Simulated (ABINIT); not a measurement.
ZnO (zincite):

```
Zn O
1.0
     3.24931    0.00000    0.00000
    -1.62465    2.81398    0.00000
     0.00000    0.00000    5.20571
Zn O
2 2
Direct
  0.66667 0.33333 0.00000
  0.33333 0.66667 0.50000
  0.33333 0.66667 0.87901
  0.66667 0.33333 0.37901
```

* Program: ABINIT 10.8.3 (patched build)
* Task: relaxation of cell and atoms
* Functional: LDA
* Potentials or basis: PseudoDojo NC SR LDA v0.4.1 standard
* Cutoff: 1143 eV
* k mesh: 7 × 7 × 4
* Occupations: fermi-dirac, width 0.05 eV
* Spin: no spin polarisation

At the start: pressure -7.5 GPa; volume 11.90 Å³/atom.

Task: How do energy, volume and symmetry change on relaxing?

Result: Over 11 steps the energy falls by 15.1 meV/atom and the volume is 11.30 Å³/atom (-5.0 %); space group P6_3mc (No. 186, to 0.05 Å).

Step by step:
```tsv
step	energy change (eV)	largest force (eV/Å)	pressure (GPa)	volume (Å³)
1	0.0000	0.0518	-7.49	47.60
2	-0.0409	0.0376	-4.39	46.52
3	-0.0600	0.0008	0.41	45.08
4	-0.0601	0.0024	0.01	45.19
5	-0.0601	0.0061	-0.02	45.20
6	-0.0602	0.0151	-0.02	45.20
7	-0.0602	0.0156	-0.01	45.20
8	-0.0602	0.0114	0.01	45.19
9	-0.0602	0.0049	0.01	45.19
10	-0.0602	0.0004	0.00	45.19
11	-0.0602	0.0001	0.00	45.19
```

Final structure:
```xyz
4
Lattice="3.1845 0.0000 0.0000 -1.5922 2.7579 0.0000 0.0000 0.0000 5.1461" Properties=species:S:1:pos:R:3 pbc="T T T"
Zn    1.5922    0.9193    0.0012
Zn    0.0000    1.8386    2.5742
O     0.0000    1.8386    4.5223
O     1.5922    0.9193    1.9492
```
